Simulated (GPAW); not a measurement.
# GaSb (F-43m) in GPAW: notebook

The runs below take GaSb through band structure, equation of state, with MS2, PBE, PBEint, LDA.

Everything below comes from runs of GPAW 26.7.0. Logs are shortened: lines on timing, memory, paths and dates and some standing lists are left out, and cuts for length are marked. The log counts tension as positive stress, the text compression.

**Measured values to compare with.**

From a printed reference work, data compilation, for a bulk crystal of GaSb at 4.2 K: band gap 0.811 eV (direct).

How close the calculation comes is told below.

## (1) The structure

Symmetry: F-43m, No. 216, cubic system. The conventional cell has a = 6.118 Å, b = 6.118 Å, c = 6.118 Å, α = 90.00°, β = 90.00°, γ = 90.00°. Around Sb (site symmetry -43m) lie 4 Ga at 2.65 Å. Ga (site symmetry -43m) has 4 Sb at 2.65 Å as nearest neighbours.

## (2) Band structure, MS2, spin-orbit coupling, no magnetisation

File run.py:

```python
import numpy as np
from ase.dft.bandgap import bandgap
from ase.io import read, write
from ase.units import GPa
from gpaw import GPAW, PW
from gpaw.spinorbit import soc_eigenstates

atoms = read('POSCAR')

calc = GPAW(mode=PW(600),
            xc='MGGA_X_MS2+GGA_C_REGTPSS',
            kpts={'size': (6, 6, 6), 'gamma': True},
            occupations={'name': 'fermi-dirac', 'width': 0.05},
            nbands=18,
            convergence={'density': 1e-05, 'energy': 1e-05},
            maxiter=150,
            txt='gpaw.txt')
atoms.calc = calc
energy = atoms.get_potential_energy()
forces = atoms.get_forces()
stress = atoms.get_stress()
calc.write('gs.gpw')
write('result.traj', atoms)
print(f'Energy: {energy:.6f} eV')
print('Forces (eV/A):')
print(forces.round(4))
print('Stress (GPa):', (stress / GPa).round(3))
print('Fermi level:', round(calc.get_fermi_level(), 4), 'eV')
print(f'Gap: {bandgap(calc)[0]:.4f} eV, direct: {bandgap(calc, direct=True)[0]:.4f} eV')

path = atoms.cell.bandpath('GXWKGLUWLK,UX', npoints=100, eps=1e-4)
bs_calc = calc.fixed_density(kpts=path, symmetry='off', nbands=30,
                             convergence={'bands': 'CBM+6.0', 'eigenstates': 1e-6}, txt='bands.txt')
bs = bs_calc.band_structure()
bs.write('bs.json')
print(f'Gap on the path: {bandgap(bs_calc)[0]:.4f} eV')

soc = soc_eigenstates(bs_calc, theta=90, phi=0, ignore_xc_potential=True)
np.savetxt('soc_bands.dat', soc.eigenvalues(), fmt='%.4f')
mesh = soc_eigenstates('gs.gpw', theta=90, phi=0, ignore_xc_potential=True)
np.savetxt('soc_mesh.dat', mesh.eigenvalues(), fmt='%.4f')
print('Fermi level with spin-orbit coupling:', round(mesh.fermi_level, 4), 'eV')
```

File POSCAR:

```
GaSb
1.0
    0.0000000000      3.0590000000      3.0590000000
    3.0590000000      0.0000000000      3.0590000000
    3.0590000000      3.0590000000      0.0000000000
Sb Ga
1 1
Direct
    0.7500000000      0.7500000000      0.7500000000
    0.0000000000      0.0000000000      0.0000000000
```

Potentials or basis: GPAW PAW data sets (gpaw-data 1.2.1), pw.

Started as:

```console
> OMP_NUM_THREADS=1 python run.py
```

gpaw.txt:

```text
__  _  _
 | _ |_)|_||  |
 |__||  | ||/\| - 26.7.0

Input parameters:
  mode=PW(ecut=600.0),
  convergence={'density': 1e-05, 'energy': 1e-05},
  kpts=MonkhorstPack(size=(6, 6, 6), gamma=True),
  maxiter=150,
  nbands=18,
  occupations=Occupations(name='fermi-dirac', width=0.05),
  xc=XC(name='MGGA_X_MS2+GGA_C_REGTPSS')

Diagonalizing LCAO Hamiltonian
Converting LCAO to pw mode

                     Sb

       Ga

Atoms  # Å, Bohr magnetons
|   | symbol |        x |        y |        z |    initial magnetic moments |
|---|--------|----------|----------|----------|-----------------------------|
| 0 |     Sb | 4.588500 | 4.588500 | 4.588500 | ( 0.0000,  0.0000,  0.0000) |
| 1 |     Ga | 0.000000 | 0.000000 | 0.000000 | ( 0.0000,  0.0000,  0.0000) |

Unit cell  # Å
| periodic |        x |        y |        z |  lengths |    angles |
|----------|----------|----------|----------|----------|-----------|
|      yes | 0.000000 | 3.059000 | 3.059000 | 4.326079 | 60.000000 |
|      yes | 3.059000 | 0.000000 | 3.059000 | 4.326079 | 60.000000 |
|      yes | 3.059000 | 3.059000 | 0.000000 | 4.326079 | 60.000000 |

Number of symmetries: 24
Symmetry operations  # r_c * U_cc + t_c -> r_c
|    | kind |            matrix            |
|----|------|------------------------------|
|  0 |  E   |  1, 0, 0,  0, 1, 0,  0, 0, 1 |
|  1 |  σ   |  1, 0, 0,  0, 0, 1,  0, 1, 0 |
|  2 |  σ   |  1, 0,-1,  0, 1,-1,  0, 0,-1 |
|  3 |  C3  |  1, 0,-1,  0, 0,-1,  0, 1,-1 |
|  4 |  C3  |  1,-1, 0,  0,-1, 1,  0,-1, 0 |
|  5 |  σ   |  1,-1, 0,  0,-1, 0,  0,-1, 1 |
|  6 |  σ   |  0, 1, 0,  1, 0, 0,  0, 0, 1 |
|  7 |  C3  |  0, 1, 0,  0, 0, 1,  1, 0, 0 |
|  8 |  C2  |  0, 1,-1,  1, 0,-1,  0, 0,-1 |
|  9 |  S4  |  0, 1,-1,  0, 0,-1,  1, 0,-1 |
| 10 |  C3  |  0, 0, 1,  1, 0, 0,  0, 1, 0 |
| 11 |  σ   |  0, 0, 1,  0, 1, 0,  1, 0, 0 |
| 12 |  S4  |  0, 0,-1,  1, 0,-1,  0, 1,-1 |
| 13 |  C3  |  0, 0,-1,  0, 1,-1,  1, 0,-1 |
| 14 |  S4  |  0,-1, 1,  1,-1, 0,  0,-1, 0 |
| 15 |  C2  |  0,-1, 1,  0,-1, 0,  1,-1, 0 |
| 16 |  C3  |  0,-1, 0,  1,-1, 0,  0,-1, 1 |
| 17 |  S4  |  0,-1, 0,  0,-1, 1,  1,-1, 0 |
| 18 |  S4  | -1, 1, 0, -1, 0, 1, -1, 0, 0 |
| 19 |  C3  | -1, 1, 0, -1, 0, 0, -1, 0, 1 |
| 20 |  C3  | -1, 0, 1, -1, 1, 0, -1, 0, 0 |
| 21 |  S4  | -1, 0, 1, -1, 0, 0, -1, 1, 0 |
| 22 |  σ   | -1, 0, 0, -1, 1, 0, -1, 0, 1 |
| 23 |  C2  | -1, 0, 0, -1, 0, 1, -1, 1, 0 |

BZ-sampling:
  Number of BZ points: 216
  Number of IBZ points: 16

  Monkhorst-Pack size: [6, 6, 6]
  Monkhorst-Pack shift: [0.08333333333333333, 0.08333333333333333, 0.08333333333333333]

K-points  # in reciprocal-cell coordinates
|     |                                coordinates |     weight |
|-----|--------------------------------------------|------------|
|   0 | (  0.00000000,   0.00000000,   0.00000000) | 0.00462963 |
|   1 | (  0.16666667,   0.16666667,   0.00000000) | 0.02777778 |
|   2 | (  0.16666667,   0.16666667,   0.16666667) | 0.03703704 |
|   3 | (  0.33333333,   0.16666667,   0.16666667) | 0.05555556 |
|   4 | (  0.33333333,   0.33333333,  -0.33333333) | 0.05555556 |
|   5 | (  0.33333333,   0.33333333,   0.00000000) | 0.02777778 |
|   6 | (  0.33333333,   0.33333333,   0.16666667) | 0.11111111 |
|   7 | (  0.33333333,   0.33333333,   0.33333333) | 0.03703704 |
|   8 | (  0.50000000,   0.33333333,  -0.33333333) | 0.11111111 |
|   9 | (  0.50000000,   0.33333333,  -0.16666667) | 0.05555556 |
| ... |                                            |            |
|  15 | (  0.50000000,   0.50000000,   0.50000000) | 0.01851852 |

Plane wave coefficients: 1932
Cutoff: 600.0 eV

Spin-components: 1 (collinear spins)
Bands:           18
Projectors:      11
Spin-degeneracy: 2
Datatype:        complex128

Parallelization:
  kpt:    1
  domain: 1
  band:   1

Density:
  Valence electrons: 18.0
  Components: 1
  Grid points: [25 25 25]
  Charge: 0.0  # |e|

Potential:
  Grid points: [25 25 25]

species:
  Sb:
    name:    Antimony
    Z:       51.0
    valence: 15
    core:    36
    charge:  0.0  # [|e|]
    compensation charges:
      type: gauss
      rc: 0.36  # [Å]
      lmax: 2
    cutoffs:
      filter: 2.23  # [Å]
      core: 2.23  # [Å]
    projectors
    | kind |    occ | energy [eV] | rcut [Å] |
    |------|--------|-------------|----------|
    |   5s |  2.000 |     -12.815 |    1.154 |
    |   5p |  3.000 |      -4.830 |    1.233 |
    |   4d | 10.000 |     -33.514 |    1.196 |
    |    s |        |      14.396 |    1.154 |
    |    p |        |      22.381 |    1.233 |
    |    d |        |      -6.303 |    1.196 |

    Using partial waves for Sb as LCAO basis

  Ga:
    name:    Gallium
    Z:       31.0
    valence: 3
    core:    28
    charge:  0.0  # [|e|]
    compensation charges:
      type: gauss
      rc: 0.37  # [Å]
      lmax: 2
    cutoffs:
      filter: 2.06  # [Å]
      core: 4.17  # [Å]
    projectors
    | kind |    occ | energy [eV] | rcut [Å] |
    |------|--------|-------------|----------|
    |   4s |  2.000 |      -8.945 |    1.164 |
    |   4p |  1.000 |      -2.580 |    1.164 |
    |    s |        |      18.266 |    1.164 |
    |    p |        |      24.631 |    1.164 |
    |    d |        |       0.000 |    1.164 |

    Using partial waves for Ga as LCAO basis

Reference energy: -229166.229777  # eV

eigensolver:
  PPCG
  Converge bands: occupied
  niter=2

density mixing:
  MSR1-Mixer
  Pratt-step length: 0.05
  Maximum mixing coefficient: 0.75
  Old densities: 10
  SVD Regularization: 0.005
  Good broyden scale: 1.0
  Trust region scale: 1.0
  Backstep threshold: 4.0
  History deletion threshold: 6.0
  Fourier metric: weight=20.0, sigma=0.015

occupation numbers:
  Fermi-Dirac:
    width: 0.0500  # eV

poisson solver:
  ecut: 4800.0  # eV

xc functional:
  name: MGGA_X_MS2+GGA_C_REGTPSS with 2 nearest neighbor stencil

convergence criteria:
- Maximum integral of absolute [dens]ity change: 1e-05 electrons / valence electron
- Maximum [total energy] change in last 3 cyles: 1e-05 eV / valence electron
- Maximum integral of absolute [eigenst]ate change: 4e-08 eV^2 / valence electron
maximum number of iterations: 150

SCF iterations
|iter     | |      energy | eigst |  dens |
|---------|-|-------------|-------|-------|
|iter:   1| |   -7.373886 | +0.27 |       |
|iter:   2| |   -1.473235 | +0.10 | -1.23 |
|iter:   3| |   -1.450878 | -2.12 | -1.31 |
|iter:   4| |   -1.461328 | -2.42 | -1.43 |
|iter:   5| |   -1.489153 | -1.99 | -1.66 |
|iter:   6| |   -1.486651 | -2.60 | -1.78 |
|iter:   7| |   -1.482369 | -4.08 | -1.87 |
|iter:   8| |   -1.477789 | -3.82 | -1.96 |
|iter:   9| |   -1.475895 | -3.75 | -2.16 |
|iter:  10| |   -1.475683 | -3.98 | -2.56 |
|iter:  11| |   -1.475695 | -4.81 | -3.33 |
|iter:  12| |   -1.475697c| -6.03 | -4.27 |
|iter:  13| |   -1.475697c| -7.34 | -4.98 |
|iter:  14| |   -1.475697c| -8.47c| -5.62c|

Converged in 14 steps
Energy contributions relative to reference atoms: (reference = -229166.229777)

Energy contributions:
  Kinetic:           6.082122
  Coulomb:          -4.598064
  Zero:             -0.049128
  External:          0.000000
  Xc:               -2.910556
  Entropy:          -0.000142
  Spinorbit:         0.000000
  ----------------------------
  Free energy:      -1.475768
  Extrapolated:     -1.475697

dipole moment: (-10.988312, -10.988312, -10.988312)  # |e|*Ang

Fermi level: 4.955
Eigenvalues  # (at kpt = [0.000, 0.000, 0.000])
| band index |      eig [eV] | occ [0-2] |
|------------|---------------|-----------|
|          0 |       -24.310 |     2.000 |
|          1 |       -24.310 |     2.000 |
|          2 |       -24.310 |     2.000 |
|          3 |       -24.295 |     2.000 |
|          4 |       -24.295 |     2.000 |
|          5 |        -6.748 |     2.000 |
[... 10 lines left out ...]
|         16 |        14.293 |     0.000 |
|         17 |        14.293 |     0.000 |

Gap: 0.412 eV
Transition (v -> c):
  (s=0, k=0, n=8, [0.00, 0.00, 0.00]) -> (s=0, k=0, n=9, [0.00, 0.00, 0.00])
No difference between direct/indirect transitions

Forces  # eV/Ang
|        x |        y |       z |
|----------|----------|---------|
| -0.00000 | -0.00000 | 0.00000 |  # Sb   0
|  0.00000 | -0.00000 | 0.00000 |  # Ga   1

Stress tensor  # eV/Ang^3
|         x |        y |         z |
|-----------|----------|-----------|
|  0.001197 | 0.000000 | -0.000000 |
|  0.000000 | 0.001197 |  0.000000 |
| -0.000000 | 0.000000 |  0.001197 |

# Writing to gs.gpw (mode='')
```

Wall time 2.4 min (1 thread of Arm Neoverse V2, shared host); peak memory 0.46 GiB.

Results:

```yaml
Free_energy: -1.4758 eV
Pressure: -0.2 GPa
Band_gap_on_the_k_mesh: 0.17 eV, direct
Band_gap_along_the_path: 0.17 eV, direct
```

Levels at the corners of the path, in eV from the valence-band top:
```
point  band 15  band 16  band 17  band 18  band 19  band 20  band 21  band 22
    Γ     0.00     0.00     0.00     0.00     0.17     0.17     2.52     2.52
    X    -2.97    -2.97    -2.70    -2.70     0.74     0.74     1.06     1.06
    W    -3.84    -3.49    -3.37    -3.35     3.42     3.84     4.12     4.18
    K    -4.01    -3.79    -2.45    -2.43     1.24     1.26     3.69     3.83
    Γ     0.00     0.00     0.00     0.00     0.17     0.17     2.52     2.52
    L    -1.63    -1.63    -1.19    -1.19     0.36     0.36     3.57     3.57
    U    -4.01    -3.79    -2.45    -2.43     1.24     1.26     3.69     3.83
    W    -3.84    -3.49    -3.37    -3.35     3.42     3.84     4.12     4.18
    L    -1.63    -1.63    -1.19    -1.19     0.36     0.36     3.57     3.57
    K    -4.01    -3.79    -2.45    -2.43     1.24     1.26     3.69     3.83
    U    -4.01    -3.79    -2.45    -2.43     1.24     1.26     3.69     3.83
    X    -2.97    -2.97    -2.70    -2.70     0.74     0.74     1.06     1.06
```

Caveat: spin-orbit coupling was added after a scalar SCF, so levels and gaps hold it while energy, forces, pressure and moments don't; this program's spin-orbit splittings come out too wide for heavy elements; the PAW data sets were made with another functional, which shifts forces and pressure a little.

## (3) Band structure, PBE

File run.py:

```python
from ase.dft.bandgap import bandgap
from ase.io import read, write
from gpaw import GPAW

atoms = read('POSCAR')

calc = GPAW(mode='lcao',
            h=0.2,
            basis='szp(dzp)',
            xc='PBE',
            kpts={'size': (6, 6, 6), 'gamma': True},
            occupations={'name': 'fermi-dirac', 'width': 0.05},
            convergence={'density': 1e-05, 'energy': 1e-05},
            maxiter=150,
            txt='gpaw.txt')
atoms.calc = calc
energy = atoms.get_potential_energy()
forces = atoms.get_forces()
calc.write('gs.gpw')
write('result.traj', atoms)
print(f'Energy: {energy:.6f} eV')
print('Forces (eV/A):')
print(forces.round(4))
print('Fermi level:', round(calc.get_fermi_level(), 4), 'eV')
print(f'Gap: {bandgap(calc)[0]:.4f} eV, direct: {bandgap(calc, direct=True)[0]:.4f} eV')

path = atoms.cell.bandpath('GXWKGLUWLK,UX', npoints=100, eps=1e-4)
bs_calc = calc.fixed_density(kpts=path, symmetry='off', txt='bands.txt')
bs = bs_calc.band_structure()
bs.write('bs.json')
print(f'Gap on the path: {bandgap(bs_calc)[0]:.4f} eV')
```

POSCAR is that of step 2.

Potentials or basis: GPAW PAW data sets (gpaw-data 1.2.1), lcao:szp(dzp).

Started as:

```console
> OMP_NUM_THREADS=1 python run.py
```

Wall time 17 s (1 thread of Arm Neoverse V2, shared host); peak memory 0.16 GiB.

These settings aren't checked as converged: the numbers below hold their error.

Results:

```yaml
Free_energy: -6.5574 eV
Band_gap_along_the_path: none (metal or under the smearing width)
```

Caveat: the real-space grid adds noise to forces; spin-orbit coupling is left out, which moves the levels of the heavy elements; the basis of atomic orbitals isn't converged, which shifts pressures, moduli and gaps.

[end of part 1 of 2]
